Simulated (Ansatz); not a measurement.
A relaxation computed with Ansatz, from input to last step.

```yaml
crystal:
  lattice:
    - [1.6068865668, 0.9277363919, 6.6126884504]
    - [-1.6068865668, 0.9277363919, 6.6126884504]
    - [0.0, -1.8554727838, 6.6126884504]
  atoms:
    - { symbol: W, position: [0.0006740938, 0.0006740938, 0.0006740938] }
    - { symbol: S, position: [0.2546440426, 0.2546440426, 0.2546440426] }
    - { symbol: S, position: [0.4133818636, 0.4133818636, 0.4133818636] }
basis:
  ecutwfc: 500
kpoints:
  mp_grid: { grid: [12, 12, 12] }
hamiltonian:
  xc: r2scan
scf:
  occupations: { method: gaussian, width: 0.02 }
output:
  forces: true
  stress: true
  eigenvalues: true
relax:
  adjacent_minimum: "off"
  f_tol: 0.01
  max_steps: 30
  cell: { stress_tol: 0.1, fix: [volume] }
```

```bash
ansatz run input.yaml --threads 1 --pin off --max-ram 2560MiB --backend cpu --events-out ev --progress --plain --runs-dir out
```

Theory: Ansatz 0.2.0, DFT r2SCAN, scalar-relativistic, plane waves, PAW.

The volume is held at 1.03 times that of the relaxed cell.

Of 5 frames 4 are shown, positions in Å and forces in eV/Å; the SCF threshold varies from step to step. Steps run on the plane waves of an earlier cell, with a Pulay correction in the pressure. The basis is chosen afresh for the last frame, the zero of the energies, and at times for earlier ones too; energy and pressure step there, also at an unchanged geometry.

```xyz
3
Lattice="1.6069 0.9277 6.6127 -1.6069 0.9277 6.6127 0.0000 -1.8555 6.6127" Properties=species:S:1:pos:R:3:forces:R:3 pbc="T T T" step=1 free_energy_over_end_meV_per_atom=7.30 pressure_GPa=-4.32
W     0.0000    0.0000    0.0134    0.0000    0.0000    0.0000
S     0.0000    0.0000    5.0516    0.0000    0.0000    0.5117
S     0.0000    0.0000    8.2007    0.0000    0.0000   -0.5118
3
Lattice="1.5917 0.9189 6.7398 -1.5917 0.9189 6.7398 0.0000 -1.8379 6.7398" Properties=species:S:1:pos:R:3:forces:R:3 pbc="T T T" step=2 free_energy_over_end_meV_per_atom=1.28 pressure_GPa=1.09
W     0.0000    0.0000    0.0136    0.0000    0.0000    0.0018
S     0.0000    0.0000    5.2075    0.0000    0.0000   -0.2860
S     0.0000    0.0000    8.2995    0.0000    0.0000    0.2842
3
Lattice="1.5901 0.9181 6.7527 -1.5901 0.9181 6.7527 0.0000 -1.8361 6.7527" Properties=species:S:1:pos:R:3:forces:R:3 pbc="T T T" step=3 free_energy_over_end_meV_per_atom=0.13 pressure_GPa=-0.35
W     0.0000    0.0000    0.0137    0.0000    0.0000    0.0002
S     0.0000    0.0000    5.2031    0.0000    0.0000    0.0594
S     0.0000    0.0000    8.3298    0.0000    0.0000   -0.0596
3
Lattice="1.5928 0.9196 6.7298 -1.5928 0.9196 6.7298 0.0000 -1.8393 6.7298" Properties=species:S:1:pos:R:3:forces:R:3 pbc="T T T" step=5 free_energy_over_end_meV_per_atom=0.00 pressure_GPa=-0.39
W     0.0000    0.0000    0.0136    0.0000    0.0000    0.0000
S     0.0000    0.0000    5.1848    0.0000    0.0000    0.0014
S     0.0000    0.0000    8.3022    0.0000    0.0000   -0.0014
```

It took 120 s on 1 thread of Intel(R) Xeon(R) 6975P-C (Granite Rapids), on a shared host, peak memory 0.67 GiB.

Spin–orbit coupling is left out, which can shift energies with elements as heavy as these. The cell holds layers, and r2SCAN describes their binding at middle range but leaves out its long-range dispersion part.